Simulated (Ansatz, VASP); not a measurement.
This is a calculation of WC for Ansatz 0.2.0.

Contents of input.yaml:

```yaml
crystal:
  lattice:
    - [0.0, 2.2072055093, 2.2072055093]
    - [2.2072055093, 0.0, 2.2072055093]
    - [2.2072055093, 2.2072055093, 0.0]
  atoms:
    - { symbol: W, position: [0.0, 0.0, 0.0] }
    - { symbol: C, position: [0.5, 0.5, 0.5] }
hamiltonian:
  xc: lda
  pseudopotentials: { kind: paw }
kpoints:
  mp_grid: { grid: [10, 10, 10] }
scf:
  occupations: { method: fermi_dirac, width: 0.05 }
output:
  forces: true
  stress: true
  eigenvalues: true
```

Potentials or basis: Ansatz PAW.

The run is started by

```bash
$ ansatz run input.yaml --threads 2 --pin off --max-ram 5632MiB --backend cpu --events-out ev --progress --plain --runs-dir out
```

**Question.** Translate it to VASP 6.6.1. Potentials there: VASP PAW LDA potentials, release 64 (W_sv, C).

**Answer.** As run (the cutoff follows the program's own potentials):

The input INCAR:

```
SYSTEM = WC
PREC     = Accurate       ! precision mode
ENCUT    = 520            ! plane-wave cutoff, eV
EDIFF    = 1E-6           ! SCF threshold, eV
ISMEAR   = -1             ! smearing method
SIGMA    = 0.05           ! smearing width, eV
LREAL    = .False.        ! projectors in reciprocal space
LASPH    = .True.         ! aspherical terms in the spheres
NELM     = 100            ! most SCF steps
ALGO     = Normal         ! electronic algorithm
ISIF     = 2              ! what is computed and relaxed
LWAVE    = .False.        ! write WAVECAR
LCHARG   = .True.         ! write CHGCAR
GGA      = CA             ! functional
LELF     = .True.         ! ELF
LVHAR    = .True.       
NBANDS   = 16             ! bands
```

Contents of KPOINTS:

```
regular mesh
0
Gamma
  10 10 10
  0 0 0
```

Contents of POSCAR:

```
WC
1.0
    0.0000000000      2.2072055093      2.2072055093
    2.2072055093      0.0000000000      2.2072055093
    2.2072055093      2.2072055093      0.0000000000
W C
1 1
Direct
    0.0000000000      0.0000000000      0.0000000000
    0.5000000000      0.5000000000      0.5000000000
```

Potentials or basis: VASP PAW LDA potentials, release 64 (W_sv, C).

Command:

```console
$ cat potpaw_LDA.64/W_sv/POTCAR potpaw_LDA.64/C/POTCAR > POTCAR
$ mpirun -np 1 vasp_std > vasp.out
```

Both were run:

|  | VASP | Ansatz | Ansatz less VASP |
| --- | --- | --- | --- |
| gap on the k mesh at the Fermi level (eV) | none | none | - |
| pressure (GPa) | -20.5 | -22.4 | -1.93 |

A gap of «none» marks a metal or a gap that the smearing closes.

Caveats: so large a pressure means that the cell lies far from this level's equilibrium, or that cutoff or potentials fall short (VASP); the pressure holds a Pulay correction of +0.4 GPa for the finite cutoff (Ansatz); the PAW data sets come from PBE, with cores solved anew for the run's functional, which leaves a small shift of forces and pressure (Ansatz). Spin-orbit coupling is left out, which matters for the levels of W.
